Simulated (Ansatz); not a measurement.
# In: the cost of one run

Method: DFT PBE, scalar-relativistic, plane waves, PAW, in Ansatz 0.2.0.

## 1. The system as given

Symmetry: P2_1/c, No. 14, monoclinic system. Conventional cell: a = 5.553 Å, b = 6.035 Å, c = 6.029 Å, α = 90.00°, β = 114.40°, γ = 90.00°. In (site symmetry -1) is surrounded by 6 In at 3.03 to 3.32 Å. In (site symmetry 1) has 8 In at 3.03 to 3.32 Å as nearest neighbours.

Coordinates:

```cif
data_structure
_symmetry_space_group_name_H-M 'P 1'
_symmetry_Int_Tables_number 1
_cell_length_a 5.5526
_cell_length_b 6.0352
_cell_length_c 6.0290
_cell_angle_alpha 90.000
_cell_angle_beta 114.400
_cell_angle_gamma 90.000
_cell_volume 183.99
loop_
_atom_site_label
_atom_site_type_symbol
_atom_site_fract_x
_atom_site_fract_y
_atom_site_fract_z
_atom_site_occupancy
In1 In 0.00000 0.00000 0.00000 1
In2 In 0.00000 0.50000 0.50000 1
In3 In 0.42500 0.36000 0.26500 1
In4 In 0.57500 0.86000 0.23500 1
In5 In 0.57500 0.64000 0.73500 1
In6 In 0.42500 0.14000 0.76500 1
```

(A quick probe on a coarse mesh, which set the mesh and smearing, is not shown.)

## 3. Relaxing cell and atoms

File input.yaml:

```yaml
crystal:
  lattice:
    - [5.5525502035, 0.0, 0.0]
    - [0.0, 6.035189542, 0.0]
    - [-2.4906211851, 0.0, 5.4905455541]
  atoms:
    - { symbol: In, position: [0.0, 0.0, 0.0] }
    - { symbol: In, position: [0.0, 0.5, 0.5] }
    - { symbol: In, position: [0.425, 0.36, 0.265] }
    - { symbol: In, position: [0.575, 0.86, 0.235] }
    - { symbol: In, position: [0.575, 0.64, 0.735] }
    - { symbol: In, position: [0.425, 0.14, 0.765] }
basis:
  ecutwfc: 420
kpoints:
  mp_grid: { grid: [8, 6, 8] }
hamiltonian:
  xc: pbe
scf:
  occupations: { method: gaussian, width: 0.1 }
output:
  forces: true
  stress: true
  eigenvalues: true
relax:
  adjacent_minimum: "off"
  f_tol: 0.01
  max_steps: 80
  cell: { stress_tol: 0.05 }
```

Q: Estimate wall time and peak memory on 1 thread of an x86-64 CPU, shared host.

About 9.4 min, with a peak of 1 GiB.
